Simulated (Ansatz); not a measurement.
MgB2:

```
Mg B
1.0
     3.08500    0.00000    0.00000
    -1.54250    2.67169    0.00000
     0.00000    0.00000    3.52300
Mg B
1 2
Direct
  0.00000 0.00000 0.00000
  0.66667 0.33333 0.50000
  0.33333 0.66667 0.50000
```

- Program: Ansatz 0.2.0
- Task: relaxation of cell and atoms
- Functional: BLYP
- Dispersion: D3(BJ)
- Potentials or basis: Ansatz PAW
- Cutoff: 420 eV (not typed: the program's choice for these potentials)
- k mesh: 10 × 10 × 8
- Occupations: fermi-dirac, width 0.05 eV
- Spin: no spin polarisation

At the start: volume 9.68 Å³/atom.

Problem. Where does the relaxation end?

Solution. It ends after 8 steps and the volume is 9.05 Å³/atom (-6.5 %); space group P6/mmm (No. 191, to 0.05 Å).

Step by step:
```csv
step,energy change (eV),largest force (eV/Å),volume (Å³)
1,0.0000,0.0000,29.04
2,-0.0519,0.0000,27.75
3,-0.0591,0.0000,27.10
4,-0.0592,0.0000,27.16
5,-0.0592,0.0000,27.16
6,-0.0574,0.0000,27.16
7,-0.0574,0.0000,27.15
8,-0.0574,0.0000,27.15
```

Final structure:
```
Mg B
1.0
     3.02859    0.00000    0.00000
    -1.51429    2.62283    0.00000
     0.00000    0.00000    3.41748
Mg B
1 2
Cartesian
  0.0000 0.0000 0.0000
  1.5143 0.8743 1.7087
  0.0000 1.7486 1.7087
```

Caveat: the plane-wave basis is chosen anew once the cell has moved, so the energies of steps on either side of that aren't comparable; pairwise dispersion overbinds metals, which lowers pressure and volume; the PAW data sets come from PBE, with cores solved anew for the run's functional, which leaves a small shift of forces and pressure.
